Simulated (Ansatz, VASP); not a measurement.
# Two plane-wave programs on Be

File INCAR:

```
SYSTEM = Be
ALGO     = Normal         ! electronic algorithm
EDIFF    = 1E-7           ! SCF threshold, eV
ENCUT    = 520            ! plane-wave cutoff, eV
GGA      = RP             ! functional
ISIF     = 2              ! what is computed and relaxed
ISMEAR   = -1             ! smearing method
LASPH    = .True.         ! aspherical terms in the spheres
LCHARG   = .False.        ! write CHGCAR
LREAL    = .False.        ! projectors in reciprocal space
LWAVE    = .False.        ! write WAVECAR
NBANDS   = 10             ! bands
NELM     = 100            ! most SCF steps
PREC     = Accurate       ! precision mode
SIGMA    = 0.1            ! smearing width, eV
```

KPOINTS

```
k-points
0
Gamma
  11 11 16
  0 0 0
```

POSCAR

```
Be
1.0
    3.6928271558      0.0000000000      0.0000000000
   -1.8464135779      3.1980821287      0.0000000000
    0.0000000000      0.0000000000      2.2740965596
Be
3
Direct
    0.0000000000      0.0000000000      0.0000000000
    0.3333333333      0.6666666667      0.5000000000
    0.6666666667      0.3333333333      0.5000000000
```

Input for Ansatz:

```yaml
crystal:
  lattice:
    - [3.6928271558, 0.0, 0.0]
    - [-1.8464135779, 3.1980821287, 0.0]
    - [0.0, 0.0, 2.2740965596]
  atoms:
    - { symbol: Be, position: [0.0, 0.0, 0.0] }
    - { symbol: Be, position: [0.3333333333, 0.6666666667, 0.5] }
    - { symbol: Be, position: [0.6666666667, 0.3333333333, 0.5] }
hamiltonian:
  xc: rpbe
  pseudopotentials:
    kind: paw
    azcp:
      Be: "pseudopotentials/Be.paw.azcp"
basis:
  ecutwfc: 420
  fft_grid_basis: typed
kpoints:
  mp_grid: { grid: [11, 11, 16], shift: [0, 0, 0] }
magnetization:
  spin_polarized: false
scf:
  occupations: { method: fermi_dirac, width: 0.1 }
  lower_state_search: "off"
output:
  stress: true
```

Alike in both runs: task single point; functional RPBE; k mesh 11 × 11 × 16; occupations fermi-dirac, width 0.1 eV; no spin polarisation.

```csv
,VASP,Ansatz
version,VASP 6.6.1,Ansatz 0.2.0
potentials or method,"VASP PAW PBE potentials, release 64 (Be)","plane waves (420 eV) with PAW, scalar-relativistic"
plane-wave cutoff (eV),520,420
valence electrons in the cell,6,6
```

Ansatz gave:

| Property | Result |
| --- | --- |
| pressure (GPa) | -7.4 |
| largest component of the traceless stress (GPa) | 1.99 |

Question: Which values does VASP return?

Answer: Pressure (GPa): -7.4; largest component of the traceless stress (GPa): 1.95.

With one functional, cell and mesh, what is left measures potentials, basis and numerics.

Caveats: the PAW data sets were made with another functional, which shifts forces and pressure a little (VASP).
